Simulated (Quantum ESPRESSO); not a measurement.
## HfN under changes of volume

One of the cells (11.482 Å³/atom); the others are scaled copies at fixed shape and fractional positions:

```
CELL_PARAMETERS angstrom
0.00000 2.25600 2.25600
2.25600 0.00000 2.25600
2.25600 2.25600 0.00000
ATOMIC_POSITIONS crystal
Hf 0.00000 0.00000 0.00000
N 0.50000 0.50000 0.50000
```

```yaml
Program: Quantum ESPRESSO 7.5
Functional: r2SCAN
Potentials_or_basis: SG15 PBE 1.2
Cutoff: 1197 eV
Density_cutoff: 4789 eV
k_mesh: 8 × 8 × 8
Occupations: fermi-dirac, width 0.05 eV
Spin: no spin polarisation
```

```csv
volume (Å³/atom),energy over the lowest point (meV/atom),pressure (GPa)
10.793,13.79,11.7
11.023,2.11,4.7
11.252,0.00,-1.6
11.482,6.44,-7.3
11.712,20.53,-12.3
11.941,?,?
12.171,68.44,-20.8
```

Q: What does the run at 11.941 Å³/atom give?

A: Energy over the lowest point 41.44 meV/atom; pressure -16.8 GPa.

Worked out: A Birch-Murnaghan fit of order 3 (a polynomial in V^(-2/3)) to the other rows has its minimum at 11.19 Å³/atom with B0 = V·E''(V) = 299 GPa and B' = 4.4. It gives 41.38 meV/atom at 11.941 Å³/atom, against the run's 41.44, and -dE/dV = -16.8 GPa, against -16.8.

Energies are extrapolated to zero smearing.

Caveats: the potentials were made for another functional, which shifts forces and pressure.
